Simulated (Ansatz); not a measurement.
Runs of Ansatz 0.2.0 on Ti. Symmetry: P6_3/mmc, No. 194, hexagonal system. Conventional cell: a = 2.950 Å, b = 2.950 Å, c = 4.680 Å, α = 90.00°, β = 90.00°, γ = 120.00°. Around Ti (site symmetry -6m2) lie 12 Ti at 2.89 to 2.95 Å. 

```csv
task,level,cell,cutoff (eV),smearing,gap on the mesh (eV),pressure (GPa)
single point,PBE,as given,220,gaussian 0.1 eV,none,-1.5
relaxation of cell and atoms,LDA,relaxed,-,fermi-dirac 0.05 eV,-,0.0
density of states,PBEsol,as given,220,methfessel-paxton 0.2 eV,none,(a)
single point,PBE,as given,220,gaussian 0.025 eV,none,-1.4
single point,PBE,as given,220,gaussian 0.023 eV,none,-1.4
```

Alike in all rows: potentials or basis all-electron LAPW, scalar-relativistic; no spin polarisation; k mesh 10 × 10 × 6; basis error allowed 0.001 eV/atom.

**Question.** Estimate the missing entries.

**Answer.** (a) -5.8.

A gap of «none» marks a metal or a gap under the smearing width.
